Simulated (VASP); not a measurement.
# BaO (Fm-3m) in VASP: further runs

One crystal, BaO, is run at these levels: PBE; tasks: relaxation of cell and atoms.

Everything below comes from runs of VASP 6.6.1. Logs are shortened: lines on timing, memory, paths and dates and some standing lists are left out, and cuts for length are marked.

**1. Starting point**

Symmetry: Fm-3m, No. 225, cubic system. The conventional cell has a = 5.500 Å, b = 5.500 Å, c = 5.500 Å, α = 90.00°, β = 90.00°, γ = 90.00°. Ba (site symmetry m-3m) is surrounded by 6 O at 2.75 Å. Around O (site symmetry m-3m) lie 6 Ba at 2.75 Å.

**2. Relaxation of cell and atoms, PBE**

The input, INCAR:

```
SYSTEM = BaO
ALGO = Normal
EDIFF = 1E-6
EDIFFG = -0.01
ENCUT = 300
GGA = PE
IBRION = 2
ISIF = 3
ISMEAR = 0
LASPH = .TRUE.
LCHARG = .FALSE.
LREAL = .FALSE.
LWAVE = .FALSE.
NELM = 80
NSW = 90
PREC = Accurate
SIGMA = 0.03
```

The input, KPOINTS:

```
k-points
0
G
  4 4 4
  0 0 0
```

The input, POSCAR:

```
BaO
1.0
    0.0000000000      2.7500000000      2.7500000000
    2.7500000000      0.0000000000      2.7500000000
    2.7500000000      2.7500000000      0.0000000000
Ba O
1 1
Direct
    0.0000000000      0.0000000000      0.0000000000
    0.5000000000      0.5000000000      0.5000000000
```

Potentials or basis: VASP PAW PBE potentials, release 64 (Ba_sv, O_s).

Run with:

```bash
$ cat potpaw_PBE.64/Ba_sv/POTCAR potpaw_PBE.64/O_s/POTCAR > POTCAR
$ mpirun -np 1 vasp_std > vasp.out
```

OUTCAR:

```text
SYSTEM = BaO
   EDIFF = 1E-6
   EDIFFG = -0.01
   ENCUT = 300
   GGA = PE
   IBRION = 2
   ISIF = 3
   ISMEAR = 0
   LASPH = .TRUE.
   LREAL = .FALSE.
   NELM = 80
   NSW = 90
   PREC = Accurate

 ion  position               nearest neighbor table
   1  0.000  0.000  0.000-   2 2.75   2 2.75   2 2.75   2 2.75   2 2.75   2 2.75
   2  0.500  0.500  0.500-   1 2.75   1 2.75   1 2.75   1 2.75   1 2.75   1 2.75

  LATTYP: Found a face centered cubic cell.
 ALAT       =     5.5000000000

  Lattice vectors:

 A1 = (   0.0000000000,   2.7500000000,   2.7500000000)
 A2 = (   2.7500000000,   0.0000000000,   2.7500000000)
 A3 = (   2.7500000000,   2.7500000000,   0.0000000000)

Analysis of symmetry for initial positions (statically):
=====================================================================
 Subroutine PRICEL returns:
 Original cell was already a primitive cell.

 Routine SETGRP: Setting up the symmetry group for a
 face centered cubic supercell.

 Subroutine GETGRP returns: Found 48 space group operations
 (whereof 48 operations were pure point group operations)
 out of a pool of 48 trial point group operations.

The static configuration has the point symmetry O_h .

Analysis of symmetry for dynamics (positions and initial velocities):
=====================================================================
 Subroutine PRICEL returns:
 Original cell was already a primitive cell.

 Routine SETGRP: Setting up the symmetry group for a
 face centered cubic supercell.

 Subroutine GETGRP returns: Found 48 space group operations
 (whereof 48 operations were pure point group operations)
 out of a pool of 48 trial point group operations.

The dynamic configuration has the point symmetry O_h .

 Subroutine INISYM returns: Found 48 space group operations
 (whereof 48 operations are pure point group operations),
 and found     1 'primitive' translations

----------------------------------------------------------------------------------------

                                     Primitive cell

  volume of cell :      41.5938

  direct lattice vectors                    reciprocal lattice vectors
     0.000000000  2.750000000  2.750000000    -0.181818182  0.181818182  0.181818182
     2.750000000  0.000000000  2.750000000     0.181818182 -0.181818182  0.181818182
     2.750000000  2.750000000  0.000000000     0.181818182  0.181818182 -0.181818182

  length of vectors
     3.889087297  3.889087297  3.889087297     0.314918329  0.314918329  0.314918329

  position of ions in fractional coordinates (direct lattice)
     0.000000000  0.000000000  0.000000000
     0.500000000  0.500000000  0.500000000

  ion indices of the primitive-cell ions
   primitive index   ion index
                 1           1
                 2           2

----------------------------------------------------------------------------------------

 KPOINTS: k-points

Automatic generation of k-mesh.
 Grid dimensions read from file:
 generate k-points for:    4    4    4

 Generating k-lattice:

  Cartesian coordinates                     Fractional coordinates (reciprocal lattice)
    -0.045454545  0.045454545  0.045454545     0.250000000  0.000000000  0.000000000
     0.045454545 -0.045454545  0.045454545     0.000000000  0.250000000  0.000000000
     0.045454545  0.045454545 -0.045454545     0.000000000  0.000000000  0.250000000

  Length of vectors
     0.078729582  0.078729582  0.078729582

  Shift w.r.t. Gamma in fractional coordinates (k-lattice)
     0.000000000  0.000000000  0.000000000

 Subroutine IBZKPT returns following result:
 ===========================================

 Found      8 irreducible k-points:

 Following reciprocal coordinates:
            Coordinates               Weight
  0.000000  0.000000  0.000000      1.000000
  0.250000  0.000000  0.000000      8.000000
  0.500000  0.000000  0.000000      4.000000
  0.250000  0.250000  0.000000      6.000000
  0.500000  0.250000  0.000000     24.000000
 -0.250000  0.250000  0.000000     12.000000
  0.500000  0.500000  0.000000      3.000000
 -0.250000  0.500000  0.250000      6.000000
   k-points           NKPTS =      8   k-points in BZ     NKDIM =      8   number of bands    NBANDS=     12
   number of dos      NEDOS =    301   number of ions     NIONS =      2
   total plane-waves  NPLWV =  13824
   dimension x,y,z NGX =    24 NGY =   24 NGZ =   24
   dimension x,y,z NGXF=    48 NGYF=   48 NGZF=   48
   ions per type =               1   1
   NGX,Y,Z   is equivalent  to a cutoff of  10.26, 10.26, 10.26 a.u.
   NGXF,Y,Z  is equivalent  to a cutoff of  20.52, 20.52, 20.52 a.u.
 SYSTEM =  BaO
   PREC   = accura    normal or accurate (medium, high low for compatibility)
   ISTART =      0    job   : 0-new  1-cont  2-samecut
   ICHARG =      2    charge: 1-file 2-atom 10-const
   ISPIN  =      1    spin polarized calculation?
   LNONCOLLINEAR =      F non collinear calculations
   LSORBIT =      F    spin-orbit coupling
   LASPH  =      T    aspherical Exc in radial PAW
   ENCUT  =  300.0 eV  22.05 Ry    4.70 a.u.   5.49  5.49  5.49*2*pi/ulx,y,z
   NELM   =     80;   NELMIN=  2; NELMDL= -5     # of ELM steps
   EDIFF  = 0.1E-05   stopping-criterion for ELM
   LREAL  =      F    real-space projection
   EDIFFG = -.1E-01   stopping-criterion for IOM
   NSW    =     90    number of steps for IOM
   IBRION =      2    ionic relax: 0-MD 1-quasi-New 2-CG
   NFREE  =      1    steps in history (QN), initial steepest desc. (CG)
   ISIF   =      3    stress and relaxation
   ISYM   =      2    0-nonsym 1-usesym 2-fastsym
   POTIM  = 0.5000    time-step for ionic-motion
   TEBEG  =    0.0;   TEEND  =   0.0 temperature during run
   PSTRESS=    0.0 pullay stress
   NELECT =      16.0000    total number of electrons
   NUPDOWN=      -1.0000    fix difference up-down
   EMIN   =  10.00;   EMAX   =-10.00  energy-range for DOS
   EFERMI =   0.00;   METHOD = LEGACY
   ISMEAR =     0;   SIGMA  =   0.03  broadening in eV -4-tet -1-fermi 0-gaus
   EFERMI_NEDOS =   21; number of points for ismear=-14 and -15
   IALGO  =     38    algorithm
   IMIX   =      4    mixing-type and parameters
     AMIX     =   0.40;   BMIX     =  1.00
     AMIX_MAG =   1.60;   BMIX_MAG =  1.00
  volume/ion in A,a.u.               =      20.80       140.34
  Fermi-wavevector in a.u.,A,eV,Ry     =   1.190617  2.249940 19.287200  1.417569
  Thomas-Fermi vector in A             =   2.326698
   LORBIT       =      0    0 simple, 1 ext, 2 COOP (PROOUT), +10 PAW based schemes
   GGA     = PE    functional components
   LHFCALC =     F    Hartree Fock is set to
   AEXX    =    0.0000 exact exchange contribution
   IVDW    =     0    specifies the selected vdW correction
   LEPSILON=     F    determine dielectric tensor
   LRPA    =     F    only Hartree local field effects (RPA)
 conjugate gradient relaxation of ions
 non-spin polarized calculation
 Gauss-broadening in eV      SIGMA  =   0.03
  energy-cutoff  :      300.00
  volume of cell :       41.59
 maximum number of plane-waves:       531
 NGX is ok and might be reduce to    24
   NGX = 11   NGY = 11   NGZ = 11

--------------------------------------- Ionic step        1  -------------------------------------------

 number of electron      16.0000012 magnetization

 Free energy of the ion-electron system (eV)
  ---------------------------------------------------
  ext. energy  EPLUGINS =         0.00000000
  ---------------------------------------------------
  free energy    TOTEN  =       -11.76942979 eV

  energy without entropy =      -11.76942979  energy(sigma->0) =      -11.76942979

------------------------ aborting loop because EDIFF is reached ----------------------------------------

  FORCE on cell =-STRESS in cart. coord.  units (eV):
  Direction    XX          YY          ZZ          XY          YZ          ZX
  --------------------------------------------------------------------------------------
  -------------------------------------------------------------------------------------
  Total        1.0920907      1.0920907      1.0920907     -0.0000000     -0.0000000      0.0000000
  in kB       42.0669676     42.0669676     42.0669676     -0.0000000     -0.0000000      0.0000000
  external PRESSURE =      42.0669676 kB  Pullay stress =       0.0000000 kB

 VOLUME and BASIS-vectors are now :
 -----------------------------------------------------------------------------
  energy-cutoff  :      300.00
  volume of cell :       41.59
      direct lattice vectors                 reciprocal lattice vectors
     0.000000000  2.750000000  2.750000000    -0.181818182  0.181818182  0.181818182
     2.750000000  0.000000000  2.750000000     0.181818182 -0.181818182  0.181818182
     2.750000000  2.750000000  0.000000000     0.181818182  0.181818182 -0.181818182

 POSITION                                       TOTAL-FORCE (eV/Angst)
 -----------------------------------------------------------------------------------
      0.00000      0.00000      0.00000         0.000000      0.000000      0.000000
      2.75000      2.75000      2.75000        -0.000000     -0.000000     -0.000000
 -----------------------------------------------------------------------------------
    total drift:                                0.000000     -0.000000      0.000000

  FREE ENERGIE OF THE ION-ELECTRON SYSTEM (eV)
  ---------------------------------------------------
  free  energy   TOTEN  =       -11.7694297939 eV
[... 17 lines left out ...]
 VOLUME and BASIS-vectors are now :
 -----------------------------------------------------------------------------
  energy-cutoff  :      300.00
  volume of cell :       44.97
      direct lattice vectors                 reciprocal lattice vectors
    -0.000000000  2.822442361  2.822442361    -0.177151536  0.177151536  0.177151536
     2.822442361 -0.000000000  2.822442361     0.177151536 -0.177151536  0.177151536
     2.822442361  2.822442361  0.000000000     0.177151536  0.177151536 -0.177151536

 POSITION                                       TOTAL-FORCE (eV/Angst)
 -----------------------------------------------------------------------------------
      0.00000      0.00000      0.00000        -0.000000     -0.000000     -0.000000
      2.82244      2.82244      2.82244         0.000000      0.000000      0.000000
 -----------------------------------------------------------------------------------
    total drift:                                0.000000     -0.000000      0.000000

  FREE ENERGIE OF THE ION-ELECTRON SYSTEM (eV)
  ---------------------------------------------------
  free  energy   TOTEN  =       -11.7840784607 eV

  energy  without entropy=      -11.7840784607  energy(sigma->0) =      -11.78407846

--------------------------------------- Ionic step        3  -------------------------------------------

 number of electron      16.0000000 magnetization

 Free energy of the ion-electron system (eV)
  ---------------------------------------------------
  ext. energy  EPLUGINS =         0.00000000
  ---------------------------------------------------
  free energy    TOTEN  =       -11.79474295 eV

  energy without entropy =      -11.79474295  energy(sigma->0) =      -11.79474295

 E-fermi :   2.0250     XC(G=0):  -9.5018

 val. band max:        1.8311046076   @ k =   0.5000   0.5000   0.0000
 cond. band min:       3.8899406651   @ k =   0.5000   0.5000   0.0000
 fundamental gap:      2.0588360575
 Fermi energy:         2.0250153887

 k-point     1 :       0.0000    0.0000    0.0000
  band No.  band energies     occupation
      1     -24.0887      2.00000
      2     -13.1001      2.00000
      3      -8.6464      2.00000
      4      -8.6464      2.00000
      5      -8.6464      2.00000
      6       1.5516      2.00000
      7       1.5516      2.00000
      8       1.5516      2.00000
      9       5.2630      0.00000
     10       6.5261      0.00000
     11       6.5261      0.00000
     12       6.5261      0.00000

 k-point     2 :       0.2500    0.0000    0.0000
  band No.  band energies     occupation
      1     -23.9766      2.00000
      2     -13.4282      2.00000
      3      -8.7569      2.00000
      4      -8.7047      2.00000
      5      -8.7047      2.00000
      6       0.6080      2.00000
      7       0.9554      2.00000
      8       0.9554      2.00000
      9       6.2961      0.00000
     10       7.4691      0.00000
     11       7.5645      0.00000
     12       7.5645      0.00000
[... 101 lines left out ...]
 VOLUME and BASIS-vectors are now :
 -----------------------------------------------------------------------------
  energy-cutoff  :      300.00
  volume of cell :       43.60
      direct lattice vectors                 reciprocal lattice vectors
    -0.000000000  2.793430763  2.793430763    -0.178991370  0.178991370  0.178991370
     2.793430763 -0.000000000  2.793430763     0.178991370 -0.178991370  0.178991370
     2.793430763  2.793430763  0.000000000     0.178991370  0.178991370 -0.178991370

 POSITION                                       TOTAL-FORCE (eV/Angst)
 -----------------------------------------------------------------------------------
      0.00000      0.00000      0.00000        -0.000000     -0.000000     -0.000000
      2.79343      2.79343      2.79343         0.000000      0.000000      0.000000
 -----------------------------------------------------------------------------------
    total drift:                                0.000000     -0.000000      0.000000

  FREE ENERGIE OF THE ION-ELECTRON SYSTEM (eV)
  ---------------------------------------------------
  free  energy   TOTEN  =       -11.7947429454 eV

  energy  without entropy=      -11.7947429454  energy(sigma->0) =      -11.79474295

 reached required accuracy - stopping structural energy minimisation
```

It took 8.9 s on 1 thread of Intel Xeon Platinum 8259CL at 2.50GHz (Skylake/Cascade Lake), shared host; peak memory 0.14 GiB.

These settings aren't checked as converged: the numbers below hold their error.

Results:

```
Free energy                            : -11.7947 eV
Relaxed volume                         : 21.80 Å³/atom
Relaxed cell                           : a = 3.951 Å, b = 3.951 Å, c = 3.951 Å, α = 60.00°, β = 60.00°, γ = 60.00°
Space group after relaxing (to 0.05 Å) : Fm-3m (No. 225)
Energy gained by relaxing              : 12.7 meV/atom
Ionic steps                            : 3
Band gap on the k mesh                 : 2.06 eV, direct
```

Caveat: the k mesh is coarse (spacing up to 0.49 Å⁻¹), so the values aren't converged; the cutoff is under 1.25 times the usual one of these potentials, so pressure, stress and relaxed cells hold a basis-set (Pulay) error; spin-orbit coupling is left out, which moves the levels of the heavy elements.

**3. Relaxation of cell and atoms, PBE**

This run uses another cell than the first one, of 21.80 Å³/atom, 1.048 times its volume.

INCAR: that of step 2 with these lines changed.

```diff
@@ -2,4 +2,4 @@
 ALGO = Normal
-EDIFF = 1E-6
-EDIFFG = -0.01
+EDIFF = 1E-7
+EDIFFG = -0.005
 ENCUT = 300
```

KPOINTS is that of step 2.

The input, POSCAR:

```
BaO                                     
1.0
   -0.0000000000      2.7934307635      2.7934307635
    2.7934307635     -0.0000000000      2.7934307635
    2.7934307635      2.7934307635      0.0000000000
  Ba              O             
     1     1
Direct
     0.0000000000000000    0.0000000000000000    0.0000000000000000
     0.5000000000000000    0.5000000000000000    0.5000000000000000
```

Potentials or basis: VASP PAW PBE potentials, release 64 (Ba_sv, O_s).

Run with:

```bash
$ cat potpaw_PBE.64/Ba_sv/POTCAR potpaw_PBE.64/O_s/POTCAR > POTCAR
$ mpirun -np 1 vasp_std > vasp.out
```

Run time: 8.4 s. Hardware: 1 thread of Intel Xeon Platinum 8259CL at 2.50GHz (Skylake/Cascade Lake), shared host; peak memory 0.14 GiB.

The run converged, but some of its settings lie outside the range that counts as converged, so its numbers aren't taken as properties of the crystal.

Results:

```yaml
Free_energy: -11.8089 eV
Relaxed_volume: 21.92 Å³/atom
Relaxed_cell: a = 3.958 Å, b = 3.958 Å, c = 3.958 Å, α = 60.00°, β = 60.00°, γ = 60.00°
Space_group_after_relaxing_to_0.05_Å: Fm-3m (No. 225)
Energy_gained_by_relaxing: 0.2 meV/atom
Ionic_steps: 3
Band_gap_on_the_k_mesh: 2.08 eV, direct
```

Caveat: the k mesh is coarse (spacing up to 0.49 Å⁻¹), so the values aren't converged; the cutoff is under 1.25 times the usual one of these potentials, so pressure, stress and relaxed cells hold a basis-set (Pulay) error; spin-orbit coupling is left out, which moves the levels of the heavy elements.
